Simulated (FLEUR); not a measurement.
ZnS: equation of state with r2SCAN

**The experiment to reproduce.**

“Electronic, vibrational, and thermodynamic properties of ZnS (zincblende and rocksalt structure)”, 2009, arxiv:0911.5022 quotes, for a bulk crystal of ZnS: bulk modulus 76.9 GPa.

ZnS:

```
CELL_PARAMETERS angstrom
0.00000 2.70200 2.70200
2.70200 0.00000 2.70200
2.70200 2.70200 0.00000
ATOMIC_POSITIONS crystal
Zn 0.75000 0.75000 0.75000
S 0.00000 0.00000 0.00000
```

```json
{"Program": "FLEUR MaX-R8.1 (later development tree)", "Task": "equation of state", "Functional": "r2SCAN", "Potentials or basis": "all-electron", "Basis": "FLAPW", "Kmax": "5.27 1/bohr", "k mesh": "9 × 9 × 9", "Occupations": "fermi-dirac, width 0.05 eV", "Spin": "no spin polarisation"}
```

```yaml
Equilibrium_volume: 19.58 Å³/atom
Bulk_modulus: 78 GPa
```

Energy against volume, from the lowest point:
```tsv
volume (Å³/atom)	energy (meV/atom)
18.543	14.39
18.938	5.14
19.727	0.00
20.516	9.78
20.910	19.31
```

Measured bulk modulus of ZnS: 76.9 GPa (quoted in “Electronic, vibrational, and thermodynamic properties of ZnS (zincblende and rocksalt structure)”, 2009, arxiv:0911.5022). This calculation gives 78 GPa (+1.3 %). The fit is for a static lattice scaled at fixed shape and fixed fractional positions.

Caveat: the meta-GGA is that of a development version, with a GGA for the radial functions and cores and without core tails.
